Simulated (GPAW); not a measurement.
Records of electronic-structure calculations.

A GW chain in GPAW: CaSe (Fm-3m). Symmetry: Fm-3m, No. 225, cubic system. The conventional cell has a = 5.912 Å, b = 5.912 Å, c = 5.912 Å, α = 90.00°, β = 90.00°, γ = 90.00°. Ca has 6 Se at 2.96 Å nearest. Nearest to Se lie 6 Ca at 2.96 Å. Farther neighbours and most contacts between anions are not listed. The calculation used DFT, PBE, plane waves, PAW (and 1 further level or step) in GPAW 26.7.0, with cutoff 450 eV, GPAW PAW setups 1.2.1 data release, 4×4×4 k-mesh, nbands 173 in one of its runs. The PBE gap is 2.05 eV, indirect. The G0W0 gap on the mesh is 3.70 eV, the GW settings are 4×4×4 mesh, 163 bands, screening to 125 eV, Godby-Needs plasmon pole and the known limits are not at the basis limit; no spin-orbit coupling; coarse k mesh. It took 3 runs, 46 s in all on 4 MPI ranks of Arm Neoverse V2, shared host (the runs of this entry). G0W0 moves the gap on the mesh from 2.05 eV to 3.70 eV (+1.66 eV), with Z of 0.80 and 0.82 at the edges. Only 2 of the mesh's irreducible points were corrected, so a valley elsewhere could overtake. The database entry behind the starting cell differs from later determinations by our own check (0.1 to 0.3 % short, probably kX units). The cell and positions come from the Crystallography Open Database and are kept as given unless a step says otherwise. Limits: no spin-orbit coupling. Bands and cutoff are finite, so the gap is not at the basis limit. The miss can reach some tenths of an eV and take either sign; the mesh is an error of its own. The 4×4×4 mesh is coarse for this cell, which bears on the long-range parts of exchange and screening.

[Runs of the session that timed out or met a known fault of the program may be left out.]

[Hosts, paths, dates, database ids (printed as entryN), source tags and the programs' standing remarks are cut or masked in the printed files.]
